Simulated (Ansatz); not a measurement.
Crystal: CdF2.

```
CELL_PARAMETERS angstrom
0.00000 2.69400 2.69400
2.69400 0.00000 2.69400
2.69400 2.69400 0.00000
ATOMIC_POSITIONS crystal
Cd 0.00000 0.00000 0.00000
F 0.75000 0.75000 0.75000
F 0.25000 0.25000 0.25000
```

Base run:

* Program: Ansatz 0.2.0
* Functional: r2SCAN0 form with a typed share of exact exchange
* Potentials or basis: Ansatz PAW
* Cutoff: 500 eV (not typed: the program's choice for these potentials)
* k mesh: 5 × 5 × 5
* Occupations: fermi-dirac, width 0.05 eV
* Spin: no spin polarisation

Its results: band gap on the k mesh 4.92 eV, indirect (least direct gap 5.38 eV); pressure -0.8 GPa.

Q: The run is repeated on the same cell with these changes: functional from r2SCAN0 form with a typed share of exact exchange to r2SCAN0; share of exact exchange from 0.1 to 0.25. What comes out?

A: Band gap on the k mesh 6.52 eV, indirect (least direct gap 7.02 eV); pressure -1.9 GPa.

Caveats: odd divisions of the mesh miss points on the zone boundary, where band edges often lie, so the gap on the mesh can be too wide; the PAW data sets come from PBE, with cores solved anew for the run's functional, which leaves a small shift of forces and pressure; the thresholds are loose for stress.

A k mesh can miss the band edges.
